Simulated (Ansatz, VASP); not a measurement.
# BaTe: VASP beside Ansatz

```
Ba Te
1.0
     4.80679    0.00000    0.00000
    -2.40340    4.16280    0.00000
     0.00000    0.00000    4.40909
Ba Te
1 1
Direct
  0.33333 0.66667 0.50000
  0.00000 0.00000 0.00000
```

Alike in both runs: task single point; functional r2SCAN; k mesh 9 × 9 × 6; occupations gaussian, width 0.02 eV; no spin polarisation.

|  | VASP | Ansatz |
| --- | --- | --- |
| version | VASP 6.6.1 | Ansatz 0.2.0 |
| potentials or method | VASP PAW PBE potentials, release 64 (Ba_sv, Te) | scalar-relativistic, plane waves, PAW |
| plane-wave cutoff (eV) | 520 | 500 |
| valence electrons in the cell | 16 | 26 |

|  | VASP | Ansatz | Ansatz less VASP |
| --- | --- | --- | --- |
| gap on the k mesh at the Fermi level (eV) | 1.83 | 1.88 | +0.051 |
| least direct gap on the mesh (eV) | 1.83 | 1.88 | +0.051 |
| pressure (GPa) | 0.3 | 0.0 | -0.34 |
| largest component of the traceless stress (GPa) | 0.14 | 0.09 | -0.050 |

The two sets of potentials don't hold the same shells in valence.

Caveats: the PAW data sets were made with another functional, which shifts forces and pressure a little (VASP); spin-orbit coupling is left out, which moves the levels of the heavy elements; an odd mesh through Γ misses points on the zone boundary, where band edges often lie.
